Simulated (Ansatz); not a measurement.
Results of r²SCAN0 (Ansatz, an electronic-structure program, PAW) for wurtzite BeO.

Settings: plane-wave cutoff 520 eV, 12×12×6 k mesh (along the axes of the cell as run), Fermi–Dirac smearing 0.01 eV, scalar-relativistic PAW data made under PBE.

Computed at the level's own relaxed cell.

```
CELL_PARAMETERS angstrom
      1.33763    -2.31684     0.00000
      1.33763     2.31684     0.00000
      0.00000     0.00000     4.34264
ATOMIC_POSITIONS crystal
  Be 0.66667 0.33333 0.50008
  Be 0.33333 0.66667 0.00008
  O  0.66667 0.33333 0.87792
  O  0.33333 0.66667 0.37792
```

List the 10 lowest band energies at Γ above −25 eV (eV, relative to the valence band maximum), grouping those that round alike.

At Γ: -21.17, -19.18, -6.93, -1.14 (×2), -0.06 (×2), 0.00, 11.09, 15.42.

Note: the run warned that its exchange threshold was loose for the stress.
